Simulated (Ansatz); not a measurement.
The cell is COD entry 9008652, as deposited and not checked against the literature; nothing was relaxed. The listed cell was then made from it by scaling, straining or moving an atom.

KF: DFT, PBEsol, PAW with Ansatz's default frozen-core files, scalar-relativistic (Ansatz 0.2.0). What sets it apart from a plain run of this crystal: equal xy, yz and zx engineering shear strains of +1 %.

Command: `ansatz run input.yaml --threads 1 --pin off --max-ram 3072MiB --backend cpu --events-out ev --progress --plain --runs-dir out` The run took 3.3 s on 1 thread of Arm Neoverse V2 (shared host), peak memory 0.33 GiB.

```yaml
crystal:
  lattice:
    - [0.026735, 2.6868675, 2.6868675]
    - [2.6868675, 0.026735, 2.6868675]
    - [2.6868675, 2.6868675, 0.026735]
  atoms:
    - { symbol: K, position: [0.0, 0.0, 0.0] }
    - { symbol: F, position: [0.5, 0.5, 0.5] }
kpoints:
  mp_grid: { grid: [9, 9, 9] }
scf:
  occupations: { method: fermi_dirac, width: 0.01 }
hamiltonian:
  xc: pbesol
  pseudopotentials: { kind: paw }
output:
  forces: true
  stress: true
  eigenvalues: true
  efg: { contact_densities: true }
```

Output (standing set-up lines are left out):

```
Crystal: 2 atoms, lattice volume = 38.215 Å³
Basis set: ecut = 420 eV, 737 PW (Γ), exchange–correlation on 54×54×54 points (8 copies of the dense FFT grid, shifted against one another)
Symmetry: 12 space group operations
Space group: R-3m (ITA 166), of the structure as read, at distance tolerance 3.4e-5 Å
k-points: 85 of 729
SCF iter   1: F=—  HF=-2319.111047 eV  |F-HF|=—  |Δ(HF+E_count)|=         —  Δρ=9.76e-3  dr2=2.39e-2  ethr=1.77e-3  ⟨swp⟩=6.4  Hψ=6857  notcnv=0
preconditioner: auto → none  [insulator: Δε(μ)=5.869 eV  Ē_g=17.380 eV  σ=0.010 eV  W_gap=1.00  n_scr=14 (ndim 8)  ℏωp=22.5 eV  f_vac=0.126  D(μ)=0.00/eV (n_scr^D=0)  ε∞_Penn≈2.7]
SCF iter   2: F=—  HF=-2319.105012 eV  |F-HF|=—  |Δ(HF+E_count)|=   6.03e-3  Δρ=5.29e-3  dr2=6.38e-3  ethr=1.49e-4  ⟨swp⟩=2.0  Hψ=2635  notcnv=0
SCF iter   3: F=—  HF=-2319.103229 eV  |F-HF|=—  |Δ(HF+E_count)|=   1.78e-3  Δρ=7.77e-4  dr2=1.39e-4  ethr=3.99e-5  ⟨swp⟩=2.0  Hψ=1925  notcnv=0
SCF iter   4: F=—  HF=-2319.103238 eV  |F-HF|=—  |Δ(HF+E_count)|=   8.86e-6  Δρ=2.38e-4  dr2=6.31e-6  ethr=8.71e-7  ⟨swp⟩=3.0  Hψ=1985  notcnv=0
SCF iter   5: F=—  HF=-2319.103242 eV  |F-HF|=—  |Δ(HF+E_count)|=   4.61e-6  Δρ=4.62e-5  dr2=6.06e-7  ethr=3.94e-8  ⟨swp⟩=2.0  Hψ=1768  notcnv=0
SCF iter   6: F=-2319.103242 eV  HF=-2319.103242 eV  |F-HF|=9.86e-9  |Δ(HF+E_count)|=   1.39e-7  Δρ=4.19e-6  dr2=5.57e-9  ethr=6.25e-10  ⟨swp⟩=5.0  Hψ=4479  notcnv=0
SCF 1 converged in 6 iterations: F = -2319.103242 eV  dr2 = 5.57e-9
  greatest PAW one-centre occupation: 0.987 electrons in one spin orbital (limit 2), on the K atom at site 0 (counted from 0), in its partial waves of l = 0
SCF converged after 6 iterations
Free energy (F): -2319.103242 eV
Harris-Foulkes:  -2319.103242 eV  (|F-HF|=9.86e-9)
Internal energy: -2319.103242 eV  (E = F + TS)
E sigma→0 (E₀):  -2319.103242 eV
Fermi energy:    4.374807 eV
--- Per-component energies (eV) ---
  E_band       = -125.898247
  E_kinetic    = 460.991681
  E_local      = -1110.390473  (includes V_loc(G=0)·N_el)
  E_nonlocal   = 87.201365
  E_hartree    = 398.830318
  E_xc         = -213.173395
  E_vxc        = -266.458318  (∫ρ·V_xc dr)
  E_paw        = -955.222444  (= ΣΔE_a)
  E_vpaw       = -94.907393  (= ΣTr[D̂ρ^β])
  E_aug_tail   = 0.002036  (compensation charges beyond the density's cutoff)
  E_ewald      = -987.492657
  E_core_change = 0.150328  (= ΣΔE_core)
  E_smearing   = -0.000000  (= −TS)
  E_closure    = 0.000000  (closes the sum)
  Σ components = -2319.103242   (vs F -2319.103242, Δ=0.00e0)
--- Forces (eV/Å), atoms counted from 1 ---
  atom   1  K     -0.00000000    -0.00000000     0.00000000
  atom   2  F      0.00000000     0.00000000    -0.00000000
  max |Σ_I F_I| component: 5.26e-30 eV/Å
--- Stress (GPa, compression-positive) ---
       -0.718238      -0.142911      -0.142911
       -0.142911      -0.718238      -0.142911
       -0.142911      -0.142911      -0.718238
  P = ⅓ Tr σ = -0.7182 GPa (-7.182 kbar)
--- PAW observables at the nuclei: V_zz in 10²¹ V/m², potentials from the cell's mean, atoms counted from 1 ---
  atom   1  K  V_zz =    -0.197963   η = 0.0000   by run symmetry: allowed
            electrostatic potential = -2064.066286 V   contact ρ = 34665.384128 e/Å³
  atom   2  F  V_zz =    +0.066711   η = 0.0000   by run symmetry: allowed
            electrostatic potential = -736.008282 V   contact ρ = 3109.096444 e/Å³
--- Band table (eV; the first three rows and the last of 85) ---
  k-point 0: bands = ["-24.6145", "-17.1807", "-7.9345", "-7.9274", "-7.9274", "1.3361", "1.3512", "1.3512", "7.3829", "11.8748", "12.0231", "12.0231"]
  k-point 1: bands = ["-24.6031", "-17.1909", "-7.9624", "-7.9377", "-7.9325", "1.2332", "1.2939", "1.3083", "7.7329", "11.7802", "12.0623", "12.1939"]
  k-point 2: bands = ["-24.5741", "-17.2170", "-8.0485", "-7.9477", "-7.9454", "0.9708", "1.1836", "1.2017", "8.6383", "11.4226", "12.4927", "12.6366"]
  k-point 84: bands = ["-24.5172", "-17.2670", "-8.2042", "-8.0212", "-7.9732", "0.6122", "1.0224", "1.0452", "10.3827", "11.5897", "13.2292", "13.4853"]
```
